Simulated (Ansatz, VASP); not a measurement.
**Ru: VASP beside Ansatz**

```
Ru
1.0
     2.63101    0.00000    0.00000
    -1.31550    2.27852    0.00000
     0.00000    0.00000    4.15961
Ru
2
Direct
  0.33333 0.66667 0.25000
  0.66667 0.33333 0.75000
```

Alike in both runs: task single point; functional PBEsol; k mesh 21 × 21 × 12; occupations gaussian, width 0.15 eV; no spin polarisation.

|  | VASP | Ansatz |
| --- | --- | --- |
| version | VASP 6.6.1 | Ansatz 0.2.0 |
| potentials or method | VASP PAW PBE potentials, release 64 (Ru_pv) | scalar-relativistic, plane waves, PAW |
| plane-wave cutoff (eV) | 520 | 420 |
| valence electrons in the cell | 28 | 32 |

```tsv
	VASP	Ansatz	Ansatz less VASP
gap on the k mesh at the Fermi level (eV)	none	none	-
pressure (GPa)	27.0	27.0	0.00
largest component of the traceless stress (GPa)	0.51	0.51	0.000
```

A gap of «none» marks a metal or a gap that the smearing closes. The two sets of potentials don't hold the same shells in valence. Ansatz warned: «pseudo_functional_mismatch».

Caveats: so large a pressure means that the cell lies far from this level's equilibrium, or that cutoff or potentials fall short (VASP); the potentials were made for another functional, which shifts forces and pressure (VASP).
